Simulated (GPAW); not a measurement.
Runs of GPAW 26.7.0 on Ni. It takes space group Fm-3m (No. 225, cubic). The conventional cell has a = 3.475 Å, b = 3.475 Å, c = 3.475 Å, α = 90.00°, β = 90.00°, γ = 90.00°. Ni (site symmetry m-3m) is surrounded by 12 Ni at 2.46 Å. 

| task | level | potentials or basis | cell | cutoff (eV) | response ecut | lines | maxiter | response k mesh | response bands | gap on the mesh (eV) | pressure (GPa) | moment (μB) |
| --- | --- | --- | --- | --- | --- | --- | --- | --- | --- | --- | --- | --- |
| magnons | LDA | the program's PAW data sets (release 1.2.1) made for this functional, pw | Fm-3m, 10.49 Å³/atom | 450 | 250 eV | 3 | 150 | 14 × 14 × 14 | 26 | none | - | 0.57 |
| single point | LDA | the program's PAW data sets (release 1.2.1) made for this functional, pw | Fm-3m, 10.49 Å³/atom | 450 | - | - | 120 | - | - | none | -10.0 | 0.57 |
| magnons | LDA | the program's PAW data sets (release 1.2.1) made for this functional, pw | Fm-3m, 11.12 Å³/atom | 500 | 150 eV | 2 | 150 | 14 × 14 × 14 | 26 | none | - | 0.58 |
| single point | LDA | the program's PAW data sets (release 1.2.1) made for this functional, pw | Fm-3m, 10.49 Å³/atom | 500 | - | - | 120 | - | - | none | (a) | 0.57 |
| single point | r2SCAN | GPAW PAW data sets (gpaw-data 1.2.1), pw | Fm-3m, 10.49 Å³/atom | 500 | - | - | 120 | - | - | none | 4.4 | (b) |

Alike in all rows: spin collinear, ferromagnetic start; k mesh 11 × 11 × 11; smearing fermi-dirac 0.05 eV.

**Question.** Fill in the values left out.

**Answer.** (a) -9.1; (b) 0.77.

Caveats: the stock nickel data set gives pressures a few GPa off other programs; the cutoff is short for stress and forces, so pressures can be off by a GPa or more (some runs); the number of bands moves the energies at small q by some ten meV (some runs); the exchange constants hang on this mesh and on the site radius (some runs); magnon energies are noisy on this mesh (some runs); the PAW data sets were made with another functional, which shifts forces and pressure a little (some runs).

A gap of «none» marks a metal or a gap under the smearing width.
